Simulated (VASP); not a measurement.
# Pb (Im-3m) in VASP: notebook

The runs below take Pb through single point, with LDA.

Program: VASP 6.6.1. These are calculated values, not measurements. Logs are shortened: lines on timing, memory, paths and dates and some standing lists are left out, and cuts for length are marked.

## Step 1: Starting point

The structure is cubic, space group Im-3m (No. 229). Conventional cell: a = 3.869 Å, b = 3.869 Å, c = 3.869 Å, α = 90.00°, β = 90.00°, γ = 90.00°. Pb (site symmetry m-3m) is surrounded by 8 Pb at 3.35 Å.

This isn't the form of Pb at room conditions, which is fcc.

## Step 2: Single point, LDA

Contents of INCAR:

```
PREC = Accurate
ENCUT = 520
EDIFF = 1E-6
ISMEAR = -1
SIGMA = 0.1
LREAL = F
LASPH = T
NELM = 100
ALGO = Fast
ISIF = 2
LWAVE = F
LCHARG = F
NBANDS = 13
```

Contents of KPOINTS:

```
regular mesh
0
Gamma
  19 19 19
```

Contents of POSCAR:

```
Pb
1.0
   -1.9343387524      1.9343387524      1.9343387524
    1.9343387524     -1.9343387524      1.9343387524
    1.9343387524      1.9343387524     -1.9343387524
Pb
1
Direct
    0.0000000000      0.0000000000      0.0000000000
```

Potentials or basis: VASP PAW LDA potentials, release 64 (Pb_d).

The run is started by

```console
> cat potpaw_LDA.64/Pb_d/POTCAR > POTCAR
> mpirun -np 1 vasp_std > vasp.out
```

OUTCAR:

```text
PREC = Accurate
   ENCUT = 520
   EDIFF = 1E-6
   ISMEAR = -1
   LREAL = F
   LASPH = T
   NELM = 100
   ISIF = 2

 ion  position               nearest neighbor table
   1  0.000  0.000  0.000-

  LATTYP: Found a body centered cubic cell.
 ALAT       =     3.8686775048

  Lattice vectors:

 A1 = (  -1.9343387524,   1.9343387524,   1.9343387524)
 A2 = (   1.9343387524,  -1.9343387524,   1.9343387524)
 A3 = (   1.9343387524,   1.9343387524,  -1.9343387524)

Analysis of symmetry for initial positions (statically):
=====================================================================
 Subroutine PRICEL returns:
 Original cell was already a primitive cell.

 Routine SETGRP: Setting up the symmetry group for a
 body centered cubic supercell.

 Subroutine GETGRP returns: Found 48 space group operations
 (whereof 48 operations were pure point group operations)
 out of a pool of 48 trial point group operations.

The static configuration has the point symmetry O_h .

Analysis of symmetry for dynamics (positions and initial velocities):
=====================================================================
 Subroutine PRICEL returns:
 Original cell was already a primitive cell.

 Routine SETGRP: Setting up the symmetry group for a
 body centered cubic supercell.

 Subroutine GETGRP returns: Found 48 space group operations
 (whereof 48 operations were pure point group operations)
 out of a pool of 48 trial point group operations.

The dynamic configuration has the point symmetry O_h .

 Subroutine INISYM returns: Found 48 space group operations
 (whereof 48 operations are pure point group operations),
 and found     1 'primitive' translations

----------------------------------------------------------------------------------------

                                     Primitive cell

  volume of cell :      28.9506

  direct lattice vectors                    reciprocal lattice vectors
    -1.934338752  1.934338752  1.934338752     0.000000000  0.258486265  0.258486265
     1.934338752 -1.934338752  1.934338752     0.258486265  0.000000000  0.258486265
     1.934338752  1.934338752 -1.934338752     0.258486265  0.258486265  0.000000000

  length of vectors
     3.350372998  3.350372998  3.350372998     0.365554782  0.365554782  0.365554782

  position of ions in fractional coordinates (direct lattice)
     0.000000000  0.000000000  0.000000000

  ion indices of the primitive-cell ions
   primitive index   ion index
                 1           1

[... 83 lines left out ...]
   NUPDOWN=      -1.0000    fix difference up-down
   EMIN   =  10.00;   EMAX   =-10.00  energy-range for DOS
   EFERMI =   0.00;   METHOD = LEGACY
   ISMEAR =    -1;   SIGMA  =   0.10  broadening in eV -4-tet -1-fermi 0-gaus
   EFERMI_NEDOS =   21; number of points for ismear=-14 and -15
   IALGO  =     68    algorithm
   IMIX   =      4    mixing-type and parameters
     AMIX     =   0.40;   BMIX     =  1.00
     AMIX_MAG =   1.60;   BMIX_MAG =  1.00
  volume/ion in A,a.u.               =      28.95       195.37
  Fermi-wavevector in a.u.,A,eV,Ry     =   1.284986  2.428271 22.465782  1.651188
  Thomas-Fermi vector in A             =   2.417147
   LORBIT       =      0    0 simple, 1 ext, 2 COOP (PROOUT), +10 PAW based schemes
   GGA     = CA    functional components
   LHFCALC =     F    Hartree Fock is set to
   AEXX    =    0.0000 exact exchange contribution
   IVDW    =     0    specifies the selected vdW correction
   LEPSILON=     F    determine dielectric tensor
   LRPA    =     F    only Hartree local field effects (RPA)
 non-spin polarized calculation
 RMM-DIIS sequential band-by-band and
  energy-cutoff  :      520.00
  volume of cell :       28.95
 maximum number of plane-waves:       790
 NGX is ok and might be reduce to    28
   NGX = 13   NGY = 13   NGZ = 13

 number of electron      13.9999998 magnetization

 Free energy of the ion-electron system (eV)
  ---------------------------------------------------
  ext. energy  EPLUGINS =         0.00000000
  ---------------------------------------------------
  free energy    TOTEN  =        -4.22464792 eV

  energy without entropy =       -4.20590286  energy(sigma->0) =       -4.21527539

 E-fermi :   7.5246     XC(G=0): -10.6815

 val. band max:        7.5151193333   @ k =  -0.3684   0.4737   0.2105
 cond. band min:       7.5289807270   @ k =  -0.4737   0.4737   0.4211
 fundamental gap:      0.0138613938
 Fermi energy:         7.5246063340

 k-point     1 :       0.0000    0.0000    0.0000
  band No.  band energies     occupation
      1      -9.5707      2.00000
      2      -9.5707      2.00000
      3      -9.5707      2.00000
      4      -9.2930      2.00000
      5      -9.2930      2.00000
      6      -4.5498      2.00000
      7      15.5285      0.00000
      8      15.5285      0.00000
      9      15.5285      0.00000
     10      18.7672      0.00000
     11      18.7672      0.00000
     12      18.7672      0.00000
     13      20.2826      0.00000
[... 354 lines left out ...]
  band No.  band energies     occupation
      1      -9.6377      2.00000
      2      -9.5448      2.00000
      3      -9.3290      2.00000
      4      -9.3056      2.00000
      5      -9.2085      2.00000
      6      -1.5722      2.00000
      7       5.4734      2.00000
      8      10.3724      0.00000
      9      12.5916      0.00000
     10      16.5499      0.00000
     11      18.4790      0.00000
     12      19.8603      0.00000
     13      22.8910      0.00000

 [... further k-points ...]

------------------------ aborting loop because EDIFF is reached ----------------------------------------

  FORCE on cell =-STRESS in cart. coord.  units (eV):
  Direction    XX          YY          ZZ          XY          YZ          ZX
  --------------------------------------------------------------------------------------
  -------------------------------------------------------------------------------------
  Total        0.0099522      0.0099522      0.0099522      0.0000000      0.0000000     -0.0000000
  in kB        0.5507720      0.5507720      0.5507720      0.0000000      0.0000000     -0.0000000
  external PRESSURE =       0.5507720 kB  Pullay stress =       0.0000000 kB

 VOLUME and BASIS-vectors are now :
 -----------------------------------------------------------------------------
  energy-cutoff  :      520.00
  volume of cell :       28.95
      direct lattice vectors                 reciprocal lattice vectors
    -1.934338752  1.934338752  1.934338752     0.000000000  0.258486265  0.258486265
     1.934338752 -1.934338752  1.934338752     0.258486265  0.000000000  0.258486265
     1.934338752  1.934338752 -1.934338752     0.258486265  0.258486265  0.000000000

 POSITION                                       TOTAL-FORCE (eV/Angst)
 -----------------------------------------------------------------------------------
      0.00000      0.00000      0.00000        -0.000000      0.000000     -0.000000
 -----------------------------------------------------------------------------------
    total drift:                               -0.000000     -0.000000     -0.000000

  FREE ENERGIE OF THE ION-ELECTRON SYSTEM (eV)
  ---------------------------------------------------
  free  energy   TOTEN  =        -4.2246479172 eV

  energy  without entropy=       -4.2059028566  energy(sigma->0) =       -4.21527539
```

OSZICAR:

```text
N       E                     dE             d eps       ncg     rms          rms(c)
DAV:   1     0.107229131757E+03    0.10723E+03   -0.71824E+03  5758   0.127E+03
DAV:   2     0.833718979352E+00   -0.10640E+03   -0.10313E+03  6025   0.314E+02
DAV:   3    -0.412620982379E+01   -0.49599E+01   -0.49406E+01  7214   0.737E+01
DAV:   4    -0.423729127999E+01   -0.11108E+00   -0.11106E+00  6777   0.116E+01
DAV:   5    -0.424226645249E+01   -0.49752E-02   -0.49751E-02  7922   0.228E+00    0.610E-01
RMM:   6    -0.422844519298E+01    0.13821E-01   -0.13864E-02  6874   0.171E+00    0.294E-01
RMM:   7    -0.422476731402E+01    0.36779E-02   -0.82311E-03  6794   0.101E+00    0.845E-02
RMM:   8    -0.422459723381E+01    0.17008E-03   -0.15996E-03  8425   0.582E-01    0.115E-02
RMM:   9    -0.422463951732E+01   -0.42284E-04   -0.44330E-04  8546   0.196E-01    0.112E-02
RMM:  10    -0.422464758040E+01   -0.80631E-05   -0.10736E-04  7295   0.183E-01    0.116E-02
RMM:  11    -0.422464548166E+01    0.20987E-05   -0.47826E-05  8062   0.896E-02    0.994E-04
RMM:  12    -0.422464765486E+01   -0.21732E-05   -0.21540E-05  6754   0.464E-02    0.849E-04
RMM:  13    -0.422464791724E+01   -0.26238E-06   -0.25932E-06  4204   0.202E-02
   1 F= -.42246479E+01 E0= -.42152754E+01  d E =-.187451E-01
```

Run time: 75 s. Hardware: 1 thread of Intel Xeon Platinum 8259CL at 2.50GHz (Skylake/Cascade Lake), shared host; peak memory 0.19 GiB.

Results:

```yaml
Free_energy: -4.2246 eV
Pressure: 0.1 GPa
Band_gap_on_the_k_mesh: none (metal or under the smearing width)
```

## Step 3: Single point, LDA

This run uses another cell than the first one, of 30.11 Å³/atom, 1.040 times its volume.

Contents of INCAR:

```
  PREC = Accurate
  ENCUT = 520
  EDIFF = 1E-6
  ISMEAR = -1
  SIGMA = 0.1
  LREAL = F
  LASPH = T
  NELM = 100
  ALGO = Normal
  ISIF = 2
  LWAVE = F
  LCHARG = F
  GGA = CA
  NBANDS = 13
```

Contents of KPOINTS:

```
Automatic mesh
0
Gamma
  13 13 13
```

Contents of POSCAR:

```
Pb
1.0
   -1.9597934972      1.9597934972      1.9597934972
    1.9597934972     -1.9597934972      1.9597934972
    1.9597934972      1.9597934972     -1.9597934972
Pb
1
Direct
    0.0000000000      0.0000000000      0.0000000000
```

Potentials or basis: VASP PAW LDA potentials, release 64 (Pb_d).

The run is started by

```console
> cat potpaw_LDA.64/Pb_d/POTCAR > POTCAR
> mpirun -np 1 vasp_std > vasp.out
```

It took 19 s on 1 thread of Intel Xeon Platinum 8259CL at 2.50GHz (Skylake/Cascade Lake), shared host; peak memory 0.16 GiB.

Results (log left out):

```yaml
Free_energy: -4.2221 eV
Pressure: -1.8 GPa
Band_gap_on_the_k_mesh: none (metal or under the smearing width)
```

Levels at points of the mesh, in eV from the Fermi level:
```csv
k point,band 5,band 6,band 7,band 8,band 9,band 10
"(0.00, 0.00, 0.00)",-16.82,-11.81,7.63,7.63,7.63,11.18
```

## Step 4: Single point, LDA

This run uses another cell than the first one, of 31.27 Å³/atom, 1.080 times its volume.

Contents of INCAR:

```
ALGO = Fast
EDIFF = 1E-7
ENCUT = 520
ISIF = 2
ISMEAR = -1
LASPH = True
LCHARG = False
LREAL = False
LWAVE = False
NBANDS = 13
NELM = 60
PREC = Accurate
SIGMA = 0.1
```

Contents of KPOINTS:

```
k-points
0
Gamma
  13 13 13
```

Contents of POSCAR:

```
Pb
1.0
   -1.9846036436      1.9846036436      1.9846036436
    1.9846036436     -1.9846036436      1.9846036436
    1.9846036436      1.9846036436     -1.9846036436
Pb
1
Direct
    0.0000000000      0.0000000000      0.0000000000
```

The run is started by

```console
> cat potpaw_LDA.64/Pb_d/POTCAR > POTCAR
> mpirun -np 1 vasp_std > vasp.out
```

It took 34 s on 1 thread of Intel Xeon Platinum 8259CL at 2.50GHz (Skylake/Cascade Lake), shared host; peak memory 0.16 GiB.

Results (log left out):

```yaml
Free_energy: -4.2040 eV
Pressure: -3.3 GPa
Band_gap_on_the_k_mesh: none (metal or under the smearing width)
```

Levels at points of the mesh, in eV from the Fermi level:
```tsv
k point	band 3	band 4	band 5	band 6	band 7	band 8	band 9	band 10	band 11	band 12
(0.00, 0.00, 0.00)	-17.04	-16.82	-16.82	-11.56	7.30	7.30	7.30	11.12	11.12	11.12
```

Spin-orbit coupling is left out, which matters for the levels of Pb.

## Step 5: Overview

| cell | k mesh | gap on the mesh (eV) | pressure (GPa) |
| --- | --- | --- | --- |
| Im-3m, 28.95 Å³/atom | 19 × 19 × 19 | none | 0.1 |
| Im-3m, 30.11 Å³/atom | 13 × 13 × 13 | none | -1.8 |
| Im-3m, 31.27 Å³/atom | 13 × 13 × 13 | none | -3.3 |

Alike in all rows: task single point; level LDA; potentials or basis VASP PAW LDA potentials, release 64 (Pb_d); no spin polarisation; cutoff (eV) 520; smearing fermi-dirac 0.1 eV.

Every run on the cell as given and a fine mesh finds a metal.

Total energies depend on the potentials used, so only differences within one code and one set of settings carry meaning.
